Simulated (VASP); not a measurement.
Set up this calculation in VASP 6.6.1, as the native input.

* Task: relaxation of cell and atoms
* Functional: r2SCAN
* Dispersion: rVV10
* Potentials or basis: VASP PAW PBE potentials, release 64 (Co, Si)
* Cutoff: 600 eV
* k mesh: 14 × 14 × 14
* Occupations: methfessel-paxton, width 0.1 eV
* Spin: no spin polarisation
* Further INCAR settings: ALGO = Normal; EDIFF = 1e-06; IBRION = 2; EDIFFG = -0.005; NSW = 60; ISIF = 3

The structure of CoSi2 lies in POSCAR:

```
CoSi2
1.0
    0.0000000000      2.6600000000      2.6600000000
    2.6600000000      0.0000000000      2.6600000000
    2.6600000000      2.6600000000      0.0000000000
Co Si
1 2
Direct
    0.0000000000      0.0000000000      0.0000000000
    0.2500000000      0.2500000000      0.2500000000
    0.7500000000      0.7500000000      0.7500000000
```

The cell was built by a generator and needn't be a form met in nature.

One way to write it, as run:

INCAR

```
SYSTEM = CoSi2
ALGO = Normal
BPARAM = 11.95
CPARAM = 0.0093
EDIFF = 1E-6
EDIFFG = -0.005
ENCUT = 600
IBRION = 2
ISIF = 3
ISMEAR = 1
IVDW_NL = 2
LASPH = .True.
LCHARG = .False.
LMIXTAU = .True.
LREAL = .False.
LUSE_VDW = .True.
LWAVE = .False.
METAGGA = R2SCAN
NELM = 120
NSW = 60
PREC = Accurate
SIGMA = 0.1
```

KPOINTS

```
k-points
0
Gamma
  14 14 14
  0 0 0
```

Potentials or basis: VASP PAW PBE potentials, release 64 (Co, Si).

The run is started by

```sh
$ cat potpaw_PBE.64/Co/POTCAR potpaw_PBE.64/Si/POTCAR > POTCAR
$ mpirun -np 1 vasp_std > vasp.out
```

It gave:

```
Relaxed volume                         : 12.45 Å³/atom
Relaxed cell                           : a = 3.752 Å, b = 3.752 Å, c = 3.752 Å, α = 60.00°, β = 60.00°, γ = 60.00°
Space group after relaxing (to 0.05 Å) : Fm-3m (No. 225)
Energy gained by relaxing              : 0.4 meV/atom
Ionic steps                            : 3
Pressure after relaxing                : 0.0 GPa
Band gap on the k mesh                 : none (metal or under the smearing width)
```

Caveat: the PAW data sets were made with another functional, which shifts forces and pressure a little.

Run time: 6 min on 1 thread of Intel(R) Xeon(R) 6975P-C (Granite Rapids) (shared host), peak memory 0.33 GiB.
